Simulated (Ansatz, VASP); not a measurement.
Ta in VASP and in Ansatz

Contents of INCAR:

```
SYSTEM = Ta
  ALGO = Normal
  EDIFF = 1E-6
  EDIFFG = -0.04
  ENCUT = 600
  GGA = PE
  IBRION = 2
  ISIF = 3
  ISMEAR = 0
  LASPH = .True.
  LCHARG = .False.
  LREAL = .False.
  LWAVE = .False.
  NELM = 100
  NSW = 90
  PREC = Accurate
  SIGMA = 0.1
```

KPOINTS

```
k-points
0
Gamma
  6 6 4
  0 0 0
```

POSCAR

```
Ta
1.0
    1.6638321332     -5.2780173410      0.0000000000
    1.6638321332      5.2780173410      0.0000000000
    0.0000000000      0.0000000000      4.4033744674
Ta
4
Direct
    0.0980000000      0.9020000000      0.9100000000
    0.5980000000      0.4020000000      0.5900000000
    0.9020000000      0.0980000000      0.0900000000
    0.4020000000      0.5980000000      0.4100000000
```

Input for Ansatz:

```yaml
crystal:
  lattice:
    - [1.6638321332, -5.278017341, 0.0]
    - [1.6638321332, 5.278017341, 0.0]
    - [0.0, 0.0, 4.4033744674]
  atoms:
    - { symbol: Ta, position: [0.098, 0.902, 0.91] }
    - { symbol: Ta, position: [0.598, 0.402, 0.59] }
    - { symbol: Ta, position: [0.902, 0.098, 0.09] }
    - { symbol: Ta, position: [0.402, 0.598, 0.41] }
basis:
  ecutwfc: 420
kpoints:
  mp_grid: { grid: [6, 6, 4] }
hamiltonian:
  xc: pbe
scf:
  occupations: { method: gaussian, width: 0.1 }
  lower_state_search: "off"
output:
  forces: true
  stress: true
  eigenvalues: true
relax:
  adjacent_minimum: "off"
  f_tol: 0.04
  max_steps: 70
  cell: { stress_tol: 0.4 }
```

Alike in both runs: task relaxation of cell and atoms; functional PBE; k mesh 6 × 6 × 4; occupations gaussian, width 0.1 eV; no spin polarisation.

|  | VASP | Ansatz |
| --- | --- | --- |
| version | VASP 6.6.1 | Ansatz 0.2.0 |
| potentials or method | VASP PAW PBE potentials, release 64 (Ta_pv) | scalar-relativistic, plane waves, PAW |
| plane-wave cutoff (eV) | 600 | 420 |
| valence electrons in the cell | 44 | 52 |

|  | VASP | Ansatz | Ansatz less VASP |
| --- | --- | --- | --- |
| gap on the k mesh at the Fermi level, each at its own relaxed structure (eV) | none | none | - |
| relaxed volume (Å³/atom) | 19.16 | 19.08 | -0.077 |
| relaxed cell length with the largest relative difference (Å) | 4.905 | 4.780 | -0.1251 |
| energy change over the relaxation (meV/atom) | -3824 | -3787 | +36.5 |

A gap of «none» marks a metal or a gap that the smearing closes. The two sets of potentials don't hold the same shells in valence.

Spin-orbit coupling is left out, which matters for the levels of Ta.
